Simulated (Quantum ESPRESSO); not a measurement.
# CuO (Tenorite) (Cc) in Quantum ESPRESSO: band structure with PBEsol

Aim: the band structure of CuO (Tenorite) with PBEsol.

Everything below comes from runs of Quantum ESPRESSO 7.5. Logs are shortened: lines on timing, memory, paths and dates and some standing lists are left out, and cuts for length are marked.

## 1. The structure

Symmetry: Cc, No. 9, monoclinic system. The conventional cell has a = 4.689 Å, b = 3.427 Å, c = 5.132 Å, α = 90.00°, β = 99.65°, γ = 90.00°. Around Cu (site symmetry 1) lie 4 O at 1.91 to 2.02 Å. Around O (site symmetry 1) lie 4 Cu at 1.91 to 2.02 Å.

## 2. Band structure, PBEsol

pw.in

```
&CONTROL
  calculation = 'scf'
  prefix = 'pwscf'
  outdir = './tmp'
  pseudo_dir = './pseudo'
  tprnfor = .true.
  tstress = .true.
  disk_io = 'low'
/
&SYSTEM
  ibrav = 0
  celldm(1) = 8
  nat = 4
  ntyp = 2
  ecutwfc = 56
  ecutrho = 448
  nbnd = 34
  occupations = 'smearing'
  smearing = 'fd'
  degauss = 0.00367493
/
&ELECTRONS
  conv_thr = 8d-10
  electron_maxstep = 120
  mixing_beta = 0.5
/
ATOMIC_SPECIES
Cu    63.5460 cu_pbesol_v1.2.uspp.F.UPF
O     15.9990 o_pbesol_v1.2.uspp.F.UPF
CELL_PARAMETERS alat
  0.5538432947630  -0.4047320927417   0.0000000000000
  0.5538432947630   0.4047320927417   0.0000000000000
 -0.2032765058352   0.0000000000000   1.1951186408959
ATOMIC_POSITIONS crystal
Cu     0.4968000000    0.0032000000    0.5000000000
Cu     0.0032000000    0.4968000000    0.0000000000
O      0.4056000000    0.5714000000    0.7537000000
O      0.5714000000    0.4056000000    0.2537000000
K_POINTS automatic
10 10 5 0 0 0
```

pp_density.in

```
&INPUTPP
  prefix = 'pwscf'
  outdir = './tmp'
  filplot = 'density.dat'
  plot_num = 0
/
&PLOT
  nfile = 1
  filepp(1) = 'density.dat'
  iflag = 3
  output_format = 6
  fileout = 'density.cube'
/
```

pp_potential.in

```
&INPUTPP
  prefix = 'pwscf'
  outdir = './tmp'
  filplot = 'potential.dat'
  plot_num = 11
/
&PLOT
  nfile = 1
  filepp(1) = 'potential.dat'
  iflag = 3
  output_format = 6
  fileout = 'potential.cube'
/
```

bands.in

```
&CONTROL
  calculation = 'bands'
  prefix = 'pwscf'
  outdir = './tmp'
  pseudo_dir = './pseudo'
  disk_io = 'low'
  verbosity = 'high'
/
&SYSTEM
  ibrav = 0
  celldm(1) = 8
  nat = 4
  ntyp = 2
  ecutwfc = 56
  ecutrho = 448
  nbnd = 34
  occupations = 'smearing'
  smearing = 'fd'
  degauss = 0.00367493
/
&ELECTRONS
  conv_thr = 1d-08
  electron_maxstep = 120
  mixing_beta = 0.5
  diago_full_acc = .true.
  startingwfc = 'random'
/
ATOMIC_SPECIES
Cu    63.5460 cu_pbesol_v1.2.uspp.F.UPF
O     15.9990 o_pbesol_v1.2.uspp.F.UPF
CELL_PARAMETERS alat
  0.5538432947630  -0.4047320927417   0.0000000000000
  0.5538432947630   0.4047320927417   0.0000000000000
 -0.2032765058352   0.0000000000000   1.1951186408959
ATOMIC_POSITIONS crystal
Cu     0.4968000000    0.0032000000    0.5000000000
Cu     0.0032000000    0.4968000000    0.0000000000
O      0.4056000000    0.5714000000    0.7537000000
O      0.5714000000    0.4056000000    0.2537000000
K_POINTS crystal
60
 0.0000000000  0.0000000000  0.0000000000 1
-0.0625000000 -0.0625000000  0.0000000000 1
-0.1250000000 -0.1250000000  0.0000000000 1
-0.1875000000 -0.1875000000  0.0000000000 1
-0.2500000000 -0.2500000000  0.0000000000 1
-0.3125000000 -0.3125000000  0.0000000000 1
-0.3750000000 -0.3750000000  0.0000000000 1
-0.4375000000 -0.4375000000  0.0000000000 1
-0.5000000000 -0.5000000000  0.0000000000 1
-0.5124731437 -0.5124731437  0.1628207747 1
-0.5249462874 -0.5249462874  0.3256415493 1
-0.5000000000 -0.5000000000  0.5000000000 1
-0.5668390452 -0.4331609548  0.5000000000 1
-0.6336780905 -0.3663219095  0.5000000000 1
-0.3663219095  0.3663219095  0.5000000000 1
-0.3205316708  0.3205316708  0.5000000000 1
-0.2747414321  0.2747414321  0.5000000000 1
-0.2289511934  0.2289511934  0.5000000000 1
-0.1831609548  0.1831609548  0.5000000000 1
-0.1373707161  0.1373707161  0.5000000000 1
-0.0915804774  0.0915804774  0.5000000000 1
-0.0457902387  0.0457902387  0.5000000000 1
 0.0000000000  0.0000000000  0.5000000000 1
-0.0593817141 -0.0593817141  0.5217948063 1
-0.1187634282 -0.1187634282  0.5435896127 1
-0.1781451422 -0.1781451422  0.5653844190 1
-0.2375268563 -0.2375268563  0.5871792253 1
-0.2969085704 -0.2969085704  0.6089740317 1
-0.3562902845 -0.3562902845  0.6307688380 1
-0.4156719985 -0.4156719985  0.6525636443 1
-0.4750537126 -0.4750537126  0.6743584507 1
-0.5000000000 -0.5000000000  0.0000000000 1
-0.5563157068 -0.4436842932  0.0000000000 1
-0.6126314136 -0.3873685864  0.0000000000 1
-0.3873685864  0.3873685864  0.0000000000 1
-0.3443276323  0.3443276323  0.0000000000 1
-0.3012866783  0.3012866783  0.0000000000 1
-0.2582457243  0.2582457243  0.0000000000 1
-0.2152047702  0.2152047702  0.0000000000 1
-0.1721638162  0.1721638162  0.0000000000 1
-0.1291228621  0.1291228621  0.0000000000 1
-0.0860819081  0.0860819081  0.0000000000 1
-0.0430409540  0.0430409540  0.0000000000 1
 0.0000000000  0.0000000000  0.0000000000 1
-0.0714285714  0.0000000000  0.0000000000 1
-0.1428571429  0.0000000000  0.0000000000 1
-0.2142857143  0.0000000000  0.0000000000 1
-0.2857142857  0.0000000000  0.0000000000 1
-0.3571428571  0.0000000000  0.0000000000 1
-0.4285714286  0.0000000000  0.0000000000 1
-0.5000000000  0.0000000000  0.0000000000 1
-0.5000000000  0.0000000000  0.5000000000 1
-0.4375000000  0.0000000000  0.4375000000 1
-0.3750000000  0.0000000000  0.3750000000 1
-0.3125000000  0.0000000000  0.3125000000 1
-0.2500000000  0.0000000000  0.2500000000 1
-0.1875000000  0.0000000000  0.1875000000 1
-0.1250000000  0.0000000000  0.1250000000 1
-0.0625000000  0.0000000000  0.0625000000 1
 0.0000000000  0.0000000000  0.0000000000 1
```

Potentials or basis: GBRV 1.5 PBEsol.

On the command line:

```bash
> OMP_NUM_THREADS=1 pw.x -in pw.in > pw.out
> OMP_NUM_THREADS=1 pp.x -in pp_density.in > pp_density.out
> OMP_NUM_THREADS=1 pp.x -in pp_potential.in > pp_potential.out
> OMP_NUM_THREADS=1 pw.x -in bands.in > bands.out
```

pw.out:

```text
This program is part of the open-source Quantum ESPRESSO suite
     for quantum simulation of materials; please cite
[... 9 lines left out ...]
     --------------------
     sticks:   dense  smooth     PW     G-vecs:    dense   smooth      PW
     Sum        1021     515    163                43921    15487    2747

     Using Slab Decomposition

     bravais-lattice index     =            0
     lattice parameter (alat)  =       8.0000  a.u.
     unit-cell volume          =     274.3251 (a.u.)^3
     number of atoms/cell      =            4
     number of atomic types    =            2
     number of electrons       =        50.00
     number of Kohn-Sham states=           34
     kinetic-energy cutoff     =      56.0000  Ry
     charge density cutoff     =     448.0000  Ry
     scf convergence threshold =      8.0E-10
     mixing beta               =       0.5000
     number of iterations used =            8  plain     mixing
     Exchange-correlation= SLA  PW   PSX  PSC
                           (   1   4  10   8   0   0   0)

     celldm(1)=   8.000000  celldm(2)=   0.000000  celldm(3)=   0.000000
     celldm(4)=   0.000000  celldm(5)=   0.000000  celldm(6)=   0.000000

     crystal axes: (cart. coord. in units of alat)
               a(1) = (   0.553843  -0.404732   0.000000 )
               a(2) = (   0.553843   0.404732   0.000000 )
               a(3) = (  -0.203277   0.000000   1.195119 )

     reciprocal axes: (cart. coord. in units 2 pi/alat)
               b(1) = (  0.902782 -1.235385  0.153553 )
               b(2) = (  0.902782  1.235385  0.153553 )
               b(3) = ( -0.000000  0.000000  0.836737 )

     PseudoPot. # 1 for Cu read from file:
     cu_pbesol_v1.2.uspp.F.UPF
     Pseudo is Ultrasoft + core correction, Zval = 19.0
     Generated by new atomic code, or converted to UPF format
     Using radial grid of  867 points,  6 beta functions with:
                l(1) =   0
                l(2) =   0
                l(3) =   1
                l(4) =   1
                l(5) =   2
                l(6) =   2
     Q(r) pseudized with  8 coefficients,  rinner =    1.150   1.150   1.150
                                                       1.150   1.150

     PseudoPot. # 2 for O  read from file:
     o_pbesol_v1.2.uspp.F.UPF
     Pseudo is Ultrasoft + core correction, Zval =  6.0
     Generated by new atomic code, or converted to UPF format
     Using radial grid of  737 points,  5 beta functions with:
                l(1) =   0
                l(2) =   0
                l(3) =   1
                l(4) =   1
                l(5) =   2
     Q(r) pseudized with  8 coefficients,  rinner =    0.900   0.900   0.900
                                                       0.900   0.900

     atomic species   valence    mass     pseudopotential
     Cu               19.00    63.54600     Cu( 1.00)
     O                 6.00    15.99900     O ( 1.00)

      2 Sym. Ops. (no inversion) found ( 1 have fractional translation)

   Cartesian axes

     site n.     atom                  positions (alat units)
         1        Cu     tau(   1) = (   0.1752834  -0.1997758   0.5975593  )
         2        Cu     tau(   2) = (   0.2769216   0.1997758   0.0000000  )
         3        O      tau(   3) = (   0.3878954   0.0671046   0.9007609  )
         4        O      tau(   4) = (   0.4895336  -0.0671046   0.3032016  )

     number of k points=   141  Fermi-Dirac smearing, width (Ry)=  0.0037

     Number of k-points >= 100: set verbosity='high' to print them.

     Dense  grid:    43921 G-vectors     FFT dimensions: (  40,  40,  72)

     Smooth grid:    15487 G-vectors     FFT dimensions: (  27,  27,  48)

     Check: negative core charge=   -0.000002

     Initial potential from superposition of free atoms

     starting charge      48.0000, renormalised to      50.0000
     Starting wfcs are   34 randomized atomic wfcs

     Self-consistent Calculation

     iteration #  1     ecut=    56.00 Ry     beta= 0.50
     Davidson diagonalization with overlap
     ethr =  1.00E-02,  avg # of iterations =  4.3

     total energy              =    -868.80441223 Ry
     estimated scf accuracy    <       4.78963432 Ry

     iteration #  2     ecut=    56.00 Ry     beta= 0.50
     Davidson diagonalization with overlap
     ethr =  9.58E-03,  avg # of iterations =  3.0

     total energy              =    -870.41850132 Ry
     estimated scf accuracy    <       8.83343990 Ry

     iteration #  3     ecut=    56.00 Ry     beta= 0.50
     Davidson diagonalization with overlap
     ethr =  9.58E-03,  avg # of iterations =  2.0

     total energy              =    -871.32083331 Ry
     estimated scf accuracy    <       0.28436939 Ry

     iteration #  4     ecut=    56.00 Ry     beta= 0.50
     Davidson diagonalization with overlap
     ethr =  5.69E-04,  avg # of iterations =  2.1

     total energy              =    -871.34869087 Ry
     estimated scf accuracy    <       0.02620270 Ry

     iteration #  5     ecut=    56.00 Ry     beta= 0.50
     Davidson diagonalization with overlap
     ethr =  5.24E-05,  avg # of iterations =  3.3

     total energy              =    -871.35428605 Ry
     estimated scf accuracy    <       0.00377846 Ry

     iteration #  6     ecut=    56.00 Ry     beta= 0.50
     Davidson diagonalization with overlap
     ethr =  7.56E-06,  avg # of iterations =  2.9

     total energy              =    -871.35475107 Ry
     estimated scf accuracy    <       0.00020597 Ry

     iteration #  7     ecut=    56.00 Ry     beta= 0.50
     Davidson diagonalization with overlap
     ethr =  4.12E-07,  avg # of iterations =  2.6

     total energy              =    -871.35471094 Ry
     estimated scf accuracy    <       0.00015750 Ry

     iteration #  8     ecut=    56.00 Ry     beta= 0.50
     Davidson diagonalization with overlap
     ethr =  3.15E-07,  avg # of iterations =  2.0

     total energy              =    -871.35474887 Ry
     estimated scf accuracy    <       0.00002363 Ry

     iteration #  9     ecut=    56.00 Ry     beta= 0.50
     Davidson diagonalization with overlap
     ethr =  4.73E-08,  avg # of iterations =  1.2

     total energy              =    -871.35475083 Ry
     estimated scf accuracy    <       0.00000121 Ry

     iteration # 10     ecut=    56.00 Ry     beta= 0.50
     Davidson diagonalization with overlap
     ethr =  2.42E-09,  avg # of iterations =  2.0

     total energy              =    -871.35475097 Ry
     estimated scf accuracy    <       0.00000007 Ry

     iteration # 11     ecut=    56.00 Ry     beta= 0.50
     Davidson diagonalization with overlap
     ethr =  1.46E-10,  avg # of iterations =  2.0

     total energy              =    -871.35475098 Ry
     estimated scf accuracy    <       0.00000002 Ry

     iteration # 12     ecut=    56.00 Ry     beta= 0.50
     Davidson diagonalization with overlap
     ethr =  3.62E-11,  avg # of iterations =  1.0

     End of self-consistent calculation

     Number of k-points >= 100: set verbosity='high' to print the bands.

     the Fermi energy is    11.6591 ev

!    total energy              =    -871.35475099 Ry
     estimated scf accuracy    <          3.0E-10 Ry
     smearing contrib. (-TS)   =      -0.00139610 Ry
     internal energy E=F+TS    =    -871.35335488 Ry

     The total energy is F=E-TS. E is the sum of the following terms:
     one-electron contribution =    -620.75134588 Ry
     hartree contribution      =     337.02957301 Ry
     xc contribution           =     -91.01319470 Ry
     ewald contribution        =    -496.61838731 Ry

     convergence has been achieved in  12 iterations

     Forces acting on atoms (cartesian axes, Ry/au):

     atom    1 type  1   force =    -0.02395027   -0.01294177    0.00919453
     atom    2 type  1   force =    -0.02395027    0.01294177    0.00919453
     atom    3 type  2   force =     0.02395027   -0.01488994   -0.00919453
     atom    4 type  2   force =     0.02395027    0.01488994   -0.00919453

     Total force =     0.058404     Total SCF correction =     0.000004

     Computing stress (Cartesian axis) and pressure

          total   stress  (Ry/bohr**3)                   (kbar)     P=      -22.03
  -0.00017816  -0.00000000  -0.00008799          -26.21       -0.00      -12.94
   0.00000000  -0.00001905   0.00000000            0.00       -2.80        0.00
  -0.00008799  -0.00000000  -0.00025210          -12.94       -0.00      -37.09

=------------------------------------------------------------------------------=
   JOB DONE.
=------------------------------------------------------------------------------=
```

Run time: 4.3 min. Hardware: 1 thread of Arm Neoverse V1, shared host; peak memory 0.32 GiB.

Results:

| Quantity | Value |
| --- | --- |
| Free energy | -11855.3853 eV |
| Pressure | -2.2 GPa |
| Largest force | 0.763 eV/Å |
| Band gap on the k mesh | none (metal or under the smearing width) |

Forces on the atoms (eV/Å):
```
Cu  -0.616 -0.333  0.236
Cu  -0.616  0.333  0.236
O    0.616 -0.383 -0.236
O    0.616  0.383 -0.236
```

Levels at the corners of the path, in eV from the Fermi level:
| point | band 21 | band 22 | band 23 | band 24 | band 25 | band 26 | band 27 | band 28 | band 29 | band 30 |
| --- | --- | --- | --- | --- | --- | --- | --- | --- | --- | --- |
| Γ | -2.36 | -2.25 | -2.16 | -1.68 | 0.21 | 0.93 | 1.59 | 5.82 | 8.02 | 13.12 |
| Y | -2.16 | -2.15 | -1.65 | -1.24 | -0.67 | 1.08 | 3.16 | 6.86 | 8.36 | 9.84 |
| F | -1.94 | -1.87 | -1.35 | -1.34 | -0.66 | 0.20 | 4.06 | 5.97 | 8.52 | 9.34 |
| L | -1.69 | -1.69 | -1.32 | -1.32 | -0.40 | -0.40 | 5.03 | 5.03 | 8.83 | 8.83 |
| I | -1.83 | -1.83 | -1.51 | -1.51 | -0.28 | -0.28 | 5.69 | 5.69 | 8.92 | 8.92 |
| I1 | -1.83 | -1.83 | -1.51 | -1.51 | -0.28 | -0.28 | 5.69 | 5.69 | 8.92 | 8.92 |
| Z | -2.27 | -2.27 | -1.51 | -1.51 | 0.25 | 0.25 | 3.80 | 3.80 | 11.48 | 11.48 |
| F1 | -1.94 | -1.87 | -1.35 | -1.34 | -0.66 | 0.20 | 4.06 | 5.97 | 8.52 | 9.34 |
| Y | -2.16 | -2.15 | -1.65 | -1.24 | -0.67 | 1.08 | 3.16 | 6.86 | 8.36 | 9.84 |
| X1 | -2.09 | -2.03 | -1.42 | -1.34 | -1.31 | 0.90 | 4.70 | 7.01 | 7.50 | 9.68 |
| X | -2.09 | -2.03 | -1.42 | -1.34 | -1.31 | 0.90 | 4.70 | 7.01 | 7.50 | 9.68 |
| Γ | -2.36 | -2.25 | -2.16 | -1.68 | 0.21 | 0.93 | 1.59 | 5.82 | 8.02 | 13.12 |
| N | -2.08 | -1.62 | -1.52 | -1.42 | -0.03 | 0.29 | 4.70 | 6.12 | 6.81 | 10.91 |
| M | -2.23 | -2.18 | -1.74 | -1.63 | -0.09 | 0.74 | 4.95 | 6.38 | 7.88 | 8.38 |
| Γ | -2.36 | -2.25 | -2.16 | -1.68 | 0.21 | 0.93 | 1.59 | 5.82 | 8.02 | 13.12 |

Caveat: the run has no spin polarisation, though such a crystal can be magnetic; semilocal functionals often make such compounds metallic where correlation or magnetic order opens a gap, which also shifts bond lengths. With open d or f shells a metallic result of PBEsol can be an artefact of self-interaction; +U or a hybrid may open a gap.
